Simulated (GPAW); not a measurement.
# CdSe (Cadmoselite) (P6_3mc) in GPAW: settings compared

Aim: see how the results for CdSe (Cadmoselite) move with the level of theory and the settings. Levels: PBE, MS2. Tasks: single point, relaxation of cell and atoms.

All numbers are computed with GPAW 26.7.0; they aren't measurements. Logs are shortened: lines on timing, memory, paths and dates and some standing lists are left out, and cuts for length are marked. The log counts tension as positive stress, the text compression.

### 1 The structure

Symmetry: P6_3mc, No. 186, hexagonal system. Conventional cell: a = 4.300 Å, b = 4.300 Å, c = 7.020 Å, α = 90.00°, β = 90.00°, γ = 120.00°. Cd (site symmetry 3m) is surrounded by 4 Se at 2.61 to 2.70 Å. Around Se (site symmetry 3m) lie 4 Cd at 2.61 to 2.70 Å.

### 2 Single point, PBE

Input file run.py:

```python
from ase.dft.bandgap import bandgap
from ase.io import read, write
from ase.units import GPa
from gpaw import GPAW, PW

atoms = read('POSCAR')

calc = GPAW(mode=PW(500),
            xc='PBE',
            kpts={'size': (5, 5, 3), 'gamma': True},
            occupations={'name': 'fermi-dirac', 'width': 0.05},
            nbands=31,
            convergence={'density': 1e-05, 'energy': 1e-05},
            maxiter=100,
            txt='gpaw.txt')
atoms.calc = calc
energy = atoms.get_potential_energy()
forces = atoms.get_forces()
stress = atoms.get_stress()
calc.write('gs.gpw')
write('result.traj', atoms)
print(f'Energy: {energy:.6f} eV')
print('Forces (eV/A):')
print(forces.round(4))
print('Stress (GPa):', (stress / GPa).round(3))
print('Fermi level:', round(calc.get_fermi_level(), 4), 'eV')
print(f'Gap: {bandgap(calc)[0]:.4f} eV, direct: {bandgap(calc, direct=True)[0]:.4f} eV')
```

Input file POSCAR:

```
CdSe
1.0
    4.3000000000      0.0000000000      0.0000000000
   -2.1500000000      3.7239092363      0.0000000000
    0.0000000000      0.0000000000      7.0200000000
Cd Se
2 2
Direct
    0.6666666667      0.3333333333      0.5000000000
    0.3333333333      0.6666666667      0.0000000000
    0.6666666667      0.3333333333      0.8850000000
    0.3333333333      0.6666666667      0.3850000000
```

Potentials or basis: GPAW PAW data sets (gpaw-data 1.2.1), pw.

Command:

```
> OMP_NUM_THREADS=1 python run.py
```

gpaw.txt:

```text
__  _  _
 | _ |_)|_||  |
 |__||  | ||/\| - 26.7.0

Input parameters:
  mode=PW(ecut=500.0),
  convergence={'density': 1e-05, 'energy': 1e-05},
  kpts=MonkhorstPack(size=(5, 5, 3), gamma=True),
  maxiter=100,
  nbands=31,
  occupations=Occupations(name='fermi-dirac', width=0.05),
  xc=XC(name='PBE')

Diagonalizing LCAO Hamiltonian
Converting LCAO to pw mode

            Se

        Se  Cd

        Cd

Atoms  # Å, Bohr magnetons
|   | symbol |         x |        y |        z |    initial magnetic moments |
|---|--------|-----------|----------|----------|-----------------------------|
| 0 |     Cd |  2.150000 | 1.241303 | 3.510000 | ( 0.0000,  0.0000,  0.0000) |
| 1 |     Cd | -0.000000 | 2.482606 | 0.000000 | ( 0.0000,  0.0000,  0.0000) |
| 2 |     Se |  2.150000 | 1.241303 | 6.212700 | ( 0.0000,  0.0000,  0.0000) |
| 3 |     Se | -0.000000 | 2.482606 | 2.702700 | ( 0.0000,  0.0000,  0.0000) |

Unit cell  # Å
| periodic |         x |        y |        z |  lengths |     angles |
|----------|-----------|----------|----------|----------|------------|
|      yes |  4.300000 | 0.000000 | 0.000000 | 4.300000 |  90.000000 |
|      yes | -2.150000 | 3.723909 | 0.000000 | 4.300000 |  90.000000 |
|      yes |  0.000000 | 0.000000 | 7.020000 | 7.020000 | 120.000000 |

Number of symmetries: 6
Symmetry operations  # r_c * U_cc + t_c -> r_c
|   | kind |            matrix            |
|---|------|------------------------------|
| 0 |  σ   |  1, 1, 0,  0,-1, 0,  0, 0, 1 |
| 1 |  E   |  1, 0, 0,  0, 1, 0,  0, 0, 1 |
| 2 |  C3  |  0, 1, 0, -1,-1, 0,  0, 0, 1 |
| 3 |  σ   |  0,-1, 0, -1, 0, 0,  0, 0, 1 |
| 4 |  σ   | -1, 0, 0,  1, 1, 0,  0, 0, 1 |
| 5 |  C3  | -1,-1, 0,  1, 0, 0,  0, 0, 1 |

BZ-sampling:
  Number of BZ points: 75
  Number of IBZ points: 12

  Monkhorst-Pack size: [5, 5, 3]
  Monkhorst-Pack shift: [0, 0, 0]

K-points  # in reciprocal-cell coordinates
|     |                                coordinates |     weight |
|-----|--------------------------------------------|------------|
|   0 | (  0.00000000,   0.00000000,   0.00000000) | 0.01333333 |
|   1 | (  0.00000000,   0.00000000,   0.33333333) | 0.02666667 |
|   2 | (  0.20000000,   0.00000000,  -0.33333333) | 0.08000000 |
|   3 | (  0.20000000,   0.00000000,   0.00000000) | 0.08000000 |
|   4 | (  0.20000000,   0.00000000,   0.33333333) | 0.08000000 |
|   5 | (  0.40000000,  -0.20000000,   0.00000000) | 0.08000000 |
|   6 | (  0.40000000,  -0.20000000,   0.33333333) | 0.16000000 |
|   7 | (  0.40000000,   0.00000000,  -0.33333333) | 0.08000000 |
|   8 | (  0.40000000,   0.00000000,   0.00000000) | 0.08000000 |
|   9 | (  0.40000000,   0.00000000,   0.33333333) | 0.08000000 |
| ... |                                            |            |
|  11 | (  0.40000000,   0.40000000,   0.33333333) | 0.16000000 |

Plane wave coefficients: 2869
Cutoff: 500.0 eV

Spin-components: 1 (collinear spins)
Bands:           31
Projectors:      22
Spin-degeneracy: 2
Datatype:        complex128

Parallelization:
  kpt:    1
  domain: 1
  band:   1

Density:
  Valence electrons: 36.0
  Components: 1
  Grid points: [24 24 40]
  Charge: 0.0  # |e|

Potential:
  Grid points: [24 24 40]

species:
  Cd:
    name:    Cadmium
    Z:       48.0
    valence: 12
    core:    36
    charge:  0.0  # [|e|]
    compensation charges:
      type: gauss
      rc: 0.38  # [Å]
      lmax: 2
    cutoffs:
      filter: 2.12  # [Å]
      core: 2.62  # [Å]
    projectors
    | kind |    occ | energy [eV] | rcut [Å] |
    |------|--------|-------------|----------|
    |   5s |  2.000 |      -5.655 |    1.191 |
    |   5p |  0.000 |      -1.186 |    1.228 |
    |   4d | 10.000 |     -11.739 |    1.164 |
    |    s |        |      21.556 |    1.191 |
    |    p |        |      26.026 |    1.228 |
    |    d |        |      15.473 |    1.164 |

    Using partial waves for Cd as LCAO basis

  Se:
    name:    Selenium
    Z:       34.0
    valence: 6
    core:    28
    charge:  0.0  # [|e|]
    compensation charges:
      type: gauss
      rc: 0.27  # [Å]
      lmax: 2
    cutoffs:
      filter: 1.77  # [Å]
      core: 2.67  # [Å]
    projectors
    | kind |    occ | energy [eV] | rcut [Å] |
    |------|--------|-------------|----------|
    |   4s |  2.000 |     -17.277 |    0.847 |
    |   4p |  4.000 |      -6.512 |    1.005 |
    |    s |        |       9.935 |    0.847 |
    |    p |        |      20.699 |    1.005 |
    |    d |        |       0.000 |    0.847 |

    Using partial waves for Se as LCAO basis

Reference energy: -436553.300934  # eV

eigensolver:
  PPCG
  Converge bands: occupied
  niter=2

density mixing:
  MSR1-Mixer
  Pratt-step length: 0.05
  Maximum mixing coefficient: 0.75
  Old densities: 10
  SVD Regularization: 0.005
  Good broyden scale: 1.0
  Trust region scale: 1.0
  Backstep threshold: 4.0
  History deletion threshold: 6.0
  Fourier metric: weight=20.0, sigma=0.015

occupation numbers:
  Fermi-Dirac:
    width: 0.0500  # eV

poisson solver:
  ecut: 4000.0  # eV

xc functional:
  name: PBE with 2 nearest neighbor stencil

convergence criteria:
- Maximum integral of absolute [dens]ity change: 1e-05 electrons / valence electron
- Maximum [total energy] change in last 3 cyles: 1e-05 eV / valence electron
- Maximum integral of absolute [eigenst]ate change: 4e-08 eV^2 / valence electron
maximum number of iterations: 100

SCF iterations
|iter     | |      energy | eigst |  dens |
|---------|-|-------------|-------|-------|
|iter:   1| |  -11.988058 | -0.63 |       |
|iter:   2| |  -11.834895 | -2.53 | -1.17 |
|iter:   3| |  -11.282869 | -1.51 | -1.21 |
|iter:   4| |  -11.280599 | -3.33 | -1.79 |
|iter:   5| |  -11.279987 | -3.77 | -2.24 |
|iter:   6| |  -11.280057 | -5.17 | -2.94 |
|iter:   7| |  -11.280064c| -6.51 | -3.53 |
|iter:   8| |  -11.280064c| -7.57c| -4.50 |
|iter:   9| |  -11.280064c| -7.75c| -4.79 |
|iter:  10| |  -11.280064c| -8.06c| -5.19c|

Converged in 10 steps
Energy contributions relative to reference atoms: (reference = -436553.300934)

Energy contributions:
  Kinetic:          41.328473
  Coulomb:         -37.143543
  Zero:              0.092672
  External:          0.000000
  Xc:              -15.557648
  Entropy:          -0.000035
  Spinorbit:         0.000000
  ----------------------------
  Free energy:     -11.280082
  Extrapolated:    -11.280064

dipole moment: (0.000004, 0.000011, -18.329326)  # |e|*Ang

Fermi level: 4.008
Eigenvalues  # (at kpt = [0.000, 0.000, 0.000])
| band index |      eig [eV] | occ [0-2] |
|------------|---------------|-----------|
|          0 |        -8.961 |     2.000 |
|        ... |               |           |
|         10 |        -3.835 |     2.000 |
|         11 |        -3.553 |     2.000 |
|         12 |        -0.617 |     2.000 |
|         13 |         2.911 |     2.000 |
|         14 |         2.911 |     2.000 |
|         15 |         3.622 |     1.999 |
[... 8 lines left out ...]
|         24 |        10.607 |     0.000 |
|         25 |        11.335 |     0.000 |
|        ... |               |           |
|         30 |        14.639 |     0.000 |

Gap: 0.694 eV
Transition (v -> c):
  (s=0, k=0, n=17, [0.00, 0.00, 0.00]) -> (s=0, k=0, n=18, [0.00, 0.00, 0.00])
No difference between direct/indirect transitions

Forces  # eV/Ang
|        x |       y |        z |
|----------|---------|----------|
|  0.00000 | 0.00000 |  0.28526 |  # Cd   0
| -0.00000 | 0.00000 |  0.28490 |  # Cd   1
| -0.00000 | 0.00000 | -0.28517 |  # Se   2
|  0.00000 | 0.00000 | -0.28497 |  # Se   3

Stress tensor  # eV/Ang^3
|         x |         y |         z |
|-----------|-----------|-----------|
| -0.020253 | -0.000000 | -0.000000 |
| -0.000000 | -0.020253 |  0.000000 |
| -0.000000 |  0.000000 | -0.007422 |

# Writing to gs.gpw (mode='')
```

Run time: 24 s. Hardware: 1 thread of Arm Neoverse V1, shared host; peak memory 0.18 GiB.

Results:

```
Free energy            : -11.2801 eV
Pressure               : 2.6 GPa
Largest force          : 0.285 eV/Å
Band gap on the k mesh : 0.69 eV, direct
```

Forces in eV/Å, atoms in the order of the input:
```
Cd   0.000  0.000  0.285
Cd   0.000  0.000  0.285
Se   0.000  0.000 -0.285
Se   0.000  0.000 -0.285
```

Levels at points of the mesh, in eV from the valence-band top:
```csv
k point,band 14,band 15,band 16,band 17,band 18,band 19,band 20,band 21,band 22,band 23
"(0.00, 0.00, 0.00)",-0.72,-0.72,-0.01,0.00,0.00,0.69,2.11,5.86,5.86,6.11
```

Caveat: the cutoff is short for stress and forces, so pressures can be off by a GPa or more.

### 3 Relaxation of cell and atoms, MS2, target pressure 5 GPa, at which the enthalpy is minimised

Input file run.py:

```python
from ase.filters import FrechetCellFilter
from ase.io import read, write
from ase.optimize import BFGS
from ase.units import GPa
from gpaw import GPAW, PW

atoms = read('CdSe.xyz')

calc = GPAW(mode=PW(600),
            xc='MGGA_X_MS2+GGA_C_REGTPSS',
            kpts={'size': (5, 5, 3), 'gamma': True},
            occupations={'name': 'fermi-dirac', 'width': 0.05},
            nbands=31,
            convergence={'density': 1e-06, 'energy': 1e-06, 'eigenstates': 1e-10},
            maxiter=150,
            txt='gpaw.txt')
atoms.calc = calc
opt = BFGS(FrechetCellFilter(atoms, scalar_pressure=5 * GPa), trajectory='relax.traj', logfile='-')
done = opt.run(fmax=0.01, steps=100)
calc.write('gs.gpw')
write('result.traj', atoms)
print('Converged:', done)
print('Cell:', atoms.cell.cellpar().round(4))
print('Volume:', round(atoms.get_volume(), 4))
print(atoms.get_scaled_positions().round(5))
```

Input file CdSe.xyz:

```xyz
4
Lattice="4.3000000000 0.0000000000 0.0000000000 -2.1500000000 3.7239092363 0.0000000000 0.0000000000 0.0000000000 7.0200000000" Properties=species:S:1:pos:R:3 pbc="T T T"
Cd     2.1500000002      1.2413030786      3.5100000000
Cd    -0.0000000002      2.4826061577      0.0000000000
Se     2.1500000002      1.2413030786      6.2127000000
Se    -0.0000000002      2.4826061577      2.7027000000
```

Potentials or basis: GPAW PAW data sets (gpaw-data 1.2.1), pw.

Command:

```
> OMP_NUM_THREADS=1 python run.py
```

Wall time 27 min (1 thread of Arm Neoverse V1, shared host); peak memory 2 GiB.

Results (log left out):

* Free energy: -0.6491 eV
* Relaxed volume: 26.33 Å³/atom
* Relaxed cell: a = 4.207 Å, b = 4.207 Å, c = 6.872 Å, α = 90.00°, β = 90.00°, γ = 120.00°
* Space group after relaxing (to 0.05 Å): P6_3mc (No. 186)
* Energy change on relaxing (the enthalpy is what falls): +26.4 meV/atom
* Ionic steps: 14
* Pressure after relaxing: 5.0 GPa
* Band gap on the k mesh: 1.13 eV, direct

Step by step:
```
step  energy change (eV)  largest force (eV/Å)  pressure (GPa)  volume (Å³)
   1              0.0000                0.2736            0.96       112.41
   2              0.0011                0.2449            1.36       111.56
   3              0.1322                0.1655            5.49       104.68
   4              0.0894                0.0398            4.62       105.89
   5              0.0954                0.0388            4.76       105.69
   6              0.1070                0.0110            5.02       105.30
   7              0.1075                0.0053            5.04       105.28
   8              0.1066                0.0124            5.02       105.31
   9              0.1058                0.0165            5.00       105.33
  10              0.1043                0.0223            4.97       105.38
  11              0.1030                0.0241            4.94       105.41
  12              0.1031                0.0168            4.94       105.41
  13              0.1045                0.0059            4.98       105.36
  14              0.1055                0.0009            5.00       105.33
```

Final structure:
```
CELL_PARAMETERS angstrom
4.20706 0.00000 0.00000
-2.10353 3.64342 0.00000
0.00000 0.00000 6.87175
ATOMIC_POSITIONS crystal
Cd 0.66667 0.33333 0.50485
Cd 0.33333 0.66667 0.00485
Se 0.66667 0.33333 0.88002
Se 0.33333 0.66667 0.38002
```

Levels at points of the mesh, in eV from the valence-band top:
| k point | band 14 | band 15 | band 16 | band 17 | band 18 | band 19 | band 20 | band 21 | band 22 | band 23 |
| --- | --- | --- | --- | --- | --- | --- | --- | --- | --- | --- |
| (0.00, 0.00, 0.00) | -0.88 | -0.88 | -0.06 | 0.00 | 0.00 | 1.13 | 2.59 | 6.09 | 6.09 | 6.38 |

Caveat: later steps reuse the first step's grids; the PAW data sets were made with another functional, which shifts forces and pressure a little.

### 4 Single point, PBE

Input file run.py:

```python
from ase.dft.bandgap import bandgap
from ase.io import write
from ase.spacegroup import crystal
from ase.units import GPa
from gpaw import GPAW, PW

# Cd 2b
# Se 2b
atoms = crystal(['Cd', 'Se'],
                basis=[[0.6666666667, 0.3333333333, 0.5],
                       [0.6666666667, 0.3333333333, 0.885]],
                spacegroup=186, setting=1,  # P6_3mc
                cellpar=[4.3, 4.3, 7.02, 90.0, 90.0, 120.0],
                primitive_cell=True)

calc = GPAW(mode=PW(700),
            xc='PBE',
            kpts={'size': (5, 5, 3), 'gamma': True},
            occupations={'name': 'fermi-dirac', 'width': 0.05},
            nbands=31,
            convergence={'density': 1e-05, 'energy': 1e-05},
            maxiter=50,
            txt='gpaw.txt')
atoms.calc = calc
energy = atoms.get_potential_energy()
forces = atoms.get_forces()
stress = atoms.get_stress()
calc.write('gs.gpw')
write('result.traj', atoms)
print(f'Energy: {energy:.6f} eV')
print('Forces (eV/A):')
print(forces.round(4))
print('Stress (GPa):', (stress / GPa).round(3))
print('Fermi level:', round(calc.get_fermi_level(), 4), 'eV')
print(f'Gap: {bandgap(calc)[0]:.4f} eV, direct: {bandgap(calc, direct=True)[0]:.4f} eV')
```

Command:

```
> OMP_NUM_THREADS=1 python run.py
```

Run time: 35 s. Hardware: 1 thread of Arm Neoverse V1, shared host; peak memory 0.22 GiB.

It converged, with:

```yaml
Free_energy: -11.2999 eV
Pressure: 2.8 GPa
Largest_force: 0.285 eV/Å
Band_gap_on_the_k_mesh: 0.69 eV, direct
```

Forces in eV/Å, atoms in the order of the input:
```
Cd   0.000  0.000  0.285
Cd   0.000  0.000  0.285
Se   0.000  0.000 -0.285
Se   0.000  0.000 -0.285
```

Stress tensor (GPa, compression positive):
```
3.51 0.00 0.00
0.00 3.51 0.00
0.00 0.00 1.45
```

Levels at points of the mesh, in eV from the valence-band top:
```
           k point  band 14  band 15  band 16  band 17  band 18  band 19  band 20  band 21  band 22  band 23
(0.00, 0.00, 0.00)    -0.72    -0.72    -0.01     0.00     0.00     0.69     2.11     5.86     5.86     6.11
```

### 5 Overview

```tsv
task	level	cell	cutoff (eV)	maxiter	optimizer	fmax	max steps	target pressure	other keys	gap on the mesh (eV)	pressure (GPa)	largest force (eV/Å)
single point	PBE	as given	500	100	-	-	-	-	several, not listed	0.69	2.6	0.29
relaxation of cell and atoms	MS2	relaxed to 5 GPa	600	150	BFGS	0.01 eV/Å	100	5 GPa	-	1.13	5.0	-
single point	PBE	as given	700	50	-	-	-	-	several, not listed	0.69	2.8	0.28
```

Alike in all rows: potentials or basis GPAW PAW data sets (gpaw-data 1.2.1), pw; no spin polarisation; k mesh 5 × 5 × 3; smearing fermi-dirac 0.05 eV.

Caveats: the cutoff is short for stress and forces, so pressures can be off by a GPa or more (some runs); later steps reuse the first step's grids (some runs); the PAW data sets were made with another functional, which shifts forces and pressure a little (some runs).

Absolute energies hang on the potentials; compare differences alone.
